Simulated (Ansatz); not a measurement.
Li:

```
CELL_PARAMETERS angstrom
-1.75465 1.75465 1.75465
1.75465 -1.75465 1.75465
1.75465 1.75465 -1.75465
ATOMIC_POSITIONS crystal
Li 0.00000 0.00000 0.00000
```

```yaml
Program: Ansatz 0.2.0
Task: relaxation of cell and atoms
Functional: PBEsol
Potentials_or_basis: Ansatz PAW
Cutoff: "420 eV (not typed: the program's choice for these potentials)"
k_mesh: 11 × 11 × 11
Occupations: fermi-dirac, width 0.05 eV
Spin: no spin polarisation
```

At the start: volume 21.61 Å³/atom.

Problem. How do energy, volume and symmetry change on relaxing?

Solution. It ends after 4 steps and the volume is 20.16 Å³/atom (-6.7 %); space group Im-3m (No. 229, to 0.05 Å).

The path:
```csv
step,energy change (eV),largest force (eV/Å),volume (Å³)
1,0.0000,0.0000,21.61
2,-0.0025,0.0000,21.02
3,-0.0037,0.0000,20.16
4,-0.0037,0.0000,20.16
```

Final structure:
```xyz
1
Lattice="-1.7144 1.7144 1.7144 1.7144 -1.7144 1.7144 1.7144 1.7144 -1.7144" Properties=species:S:1:pos:R:3 pbc="T T T"
Li    0.0000    0.0000    0.0000
```

The cell as given is a measured one (21.61 Å³/atom); PBEsol puts the equilibrium volume -6.7 % from it, thermal expansion not counted.

Caveat: the plane-wave basis is chosen anew once the cell has moved, so the energies of steps on either side of that aren't comparable.
